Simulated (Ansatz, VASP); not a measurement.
One calculation of Sb, two programs

```
CELL_PARAMETERS angstrom
0.00000 2.37124 2.37124
2.37124 0.00000 2.37124
2.37124 2.37124 0.00000
ATOMIC_POSITIONS crystal
Sb 0.00000 0.00000 0.00000
```

This isn't the form of Sb at room conditions, which is rhombohedral.

Alike in both runs: task single point; functional PBE; dispersion D3(BJ); k mesh 18 × 18 × 18; occupations gaussian, width 0.15 eV; no spin polarisation.

```csv
,VASP,Ansatz
version,VASP 6.6.1,Ansatz 0.2.0
potentials or method,"VASP PAW PBE potentials, release 64 (Sb)","scalar-relativistic, plane waves, PAW"
plane-wave cutoff (eV),520,420
valence electrons in the cell,5,15
```

VASP gave:

- gap on the k mesh at the Fermi level (eV): none
- pressure (GPa): -1.4

Problem. Estimate Ansatz's values.

Solution. gap on the k mesh at the Fermi level (eV): none; pressure (GPa): -1.3.

A gap of «none» marks a metal or a gap that the smearing closes. The two sets of potentials don't hold the same shells in valence.

Caveats: pairwise dispersion overbinds metals, which lowers pressure and volume. The runs have no spin-orbit coupling, so splittings on Sb are missing.
